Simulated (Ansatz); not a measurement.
# Zn in Ansatz: the effect of functional

The system is Zn.

```
Zn
1.0
     2.72237    0.00000    0.00000
    -1.36118    2.35764    0.00000
     0.00000    0.00000    5.06340
Zn
2
Direct
  0.66667 0.33333 0.75000
  0.33333 0.66667 0.25000
```

The cell isn't the ideal one: volume scaled by 1.06.

Alike in all runs:

| Property | Result |
| --- | --- |
| Program | Ansatz 0.2.0 |
| Task | single point |
| Potentials or basis | Ansatz PAW |
| k mesh | 11 × 11 × 6 |
| Occupations | fermi-dirac, width 0.05 eV |
| Spin | no spin polarisation |

| functional | cutoff | pressure (GPa) |
| --- | --- | --- |
| LDA | 420 eV (not typed: the program's choice for these potentials) | -11.6 |
| r2SCAN | 500 eV (not typed: the program's choice for these potentials) | -8.0 |
| PBE | 420 eV (not typed: the program's choice for these potentials) | ? |

**Question.** What does the run with functional PBE give?

**Answer.** Pressure -4.2 GPa.

Caveats: the PAW data sets come from PBE, with cores solved anew for the run's functional, which leaves a small shift of forces and pressure (some runs).
